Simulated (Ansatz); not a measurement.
# Pt: band structure with PBE

Crystal: Pt.

```xyz
1
Lattice="-1.5842 1.5842 1.5842 1.5842 -1.5842 1.5842 1.5842 1.5842 -1.5842" Properties=species:S:1:pos:R:3 pbc="T T T"
Pt    0.0000    0.0000    0.0000
```

This isn't the form of Pt at room conditions, which is fcc.

- Program: Ansatz 0.2.0
- Task: band structure
- Functional: PBE
- Potentials or basis: Ansatz PAW
- Cutoff: 420 eV (not typed: the program's choice for these potentials)
- k mesh: 12 × 12 × 12
- Occupations: fermi-dirac, width 0.05 eV
- Spin: no spin polarisation
- Path: [["G", "H", "N", "G", "P", "H"], ["P", "N"]]
- Points for each segment of the path: 14

```yaml
Pressure: -1.3 GPa
Band_gap_on_the_k_mesh: none (metal or under the smearing width)
```

Levels at the corners of the path, in eV from the Fermi level:
| point | band 7 | band 8 | band 9 | band 10 | band 11 | band 12 |
| --- | --- | --- | --- | --- | --- | --- |
| Γ | -3.38 | -3.38 | -0.92 | -0.92 | 17.14 | 17.14 |
| H | 0.59 | 0.59 | 0.59 | 7.72 | 7.72 | 7.72 |
| N | -1.10 | -0.60 | 0.34 | 1.11 | 6.32 | 13.32 |
| Γ | -3.38 | -3.38 | -0.92 | -0.92 | 17.14 | 17.14 |
| P | -4.17 | -0.54 | -0.54 | 4.82 | 9.43 | 9.43 |
| H | 0.59 | 0.59 | 0.59 | 7.72 | 7.72 | 7.72 |
| P | -4.17 | -0.54 | -0.54 | 4.82 | 9.43 | 9.43 |
| N | -1.10 | -0.60 | 0.34 | 1.11 | 6.32 | 13.32 |

Wall time 1 s on 2 threads of Arm Neoverse V1 (shared host), peak memory 0.26 GiB.

Caveat: spin-orbit coupling is left out, which moves the levels of the heavy elements.
